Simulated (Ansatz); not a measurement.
**Computed properties of Li₂S**

```yaml
crystal:
  lattice:
    - [0.00000, 2.85400, 2.85400]
    - [2.85400, 0.00000, 2.85400]
    - [2.85400, 2.85400, 0.00000]
  atoms:
    - { symbol: Li, position: [0.25000, 0.25000, 0.25000] }
    - { symbol: Li, position: [0.75000, 0.75000, 0.75000] }
    - { symbol: S, position: [0.00000, 0.00000, 0.00000] }
```

Atoms are numbered in the order listed.

The cell comes from COD entry 1010874, which wasn't checked; take it as a given geometry.

All numbers are computed: DFT, LDA, all-electron LAPW, scalar-relativistic (Ansatz 0.2.0); DFT, LDA, PAW with Ansatz's default frozen-core files, scalar-relativistic (Ansatz 0.2.0).

For LAPW: a Γ-centred 7×7×7 k mesh, Fermi–Dirac smearing of 0.02 eV, basis error target 1 meV/atom, no spin polarisation. PAW takes a cutoff of 420 eV at this cell (files made with PBE, cores remade for this functional). The Ansatz runs share mesh, smearing and spin set-up. Values come from LAPW unless marked.

```json
{
  "Löwdin charges (with 0.15 e of the cell spilling out of the atomic basis, so their sizes and signs hang on that basis)": "Li1 0.64, S3 -1.12 e",
  "Volume per atom": "15.50 Å³"
}
```

**Question.** Band gap: what does the calculation give?

**Answer.** 3.17 eV, indirect from Γ to X (0.5, 0, 0.5).

**Question.** Give the computed value. Pressure at this cell.

**Answer.** -2.97 GPa.

**Question.** Smallest direct gap on the path: what does the calculation give?

**Answer.** 4.03 eV.

**Question.** Predict this quantity. Bader charges (from the PAW run).

**Answer.** Li1 +0.85, S3 -1.70 e.
